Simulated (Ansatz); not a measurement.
Runs of Ansatz 0.2.0 on BeS. The structure is cubic, space group F-43m (No. 216). The conventional cell has a = 4.850 Å, b = 4.850 Å, c = 4.850 Å, α = 90.00°, β = 90.00°, γ = 90.00°. Around S (site symmetry -43m) lie 4 Be at 2.10 Å. Be (site symmetry -43m) is surrounded by 4 S at 2.10 Å. 

| level | cutoff (eV) | gap on the mesh (eV) | pressure (GPa) | relaxed volume (Å³/atom) |
| --- | --- | --- | --- | --- |
| revPBE | 420 | 3.36 | 0.0 | 14.78 |
| r2SCAN | 500 | (c) | 0.0 | 14.42 |
| PBE | 420 | 3.24 | 0.0 | 14.49 |
| RPBE | 420 | 3.41 | 0.0 | (d) |
| revPBE+D4 | 420 | 3.21 | 0.0 | (a) |
| PBEsol | 420 | 3.01 | 0.0 | 14.15 |
| LDA | 420 | 2.92 | 0.0 | (b) |
| BLYP | 420 | 3.55 | 0.0 | 14.97 |

Alike in all rows: task relaxation of cell and atoms; potentials or basis Ansatz PAW; no spin polarisation; cell relaxed; k mesh 9 × 9 × 9; smearing fermi-dirac 0.05 eV.

Task: Estimate the missing entries.

Result: (a) 13.80; (b) 13.79; (c) 3.69; (d) 14.86.

Caveats: odd divisions of the mesh miss points on the zone boundary, where band edges often lie, so the gap on the mesh can be too wide; the plane-wave basis is chosen anew once the cell has moved, so the energies of steps on either side of that aren't comparable; the PAW data sets come from PBE, with cores solved anew for the run's functional, which leaves a small shift of forces and pressure (some runs).

A k mesh can miss the band edges.
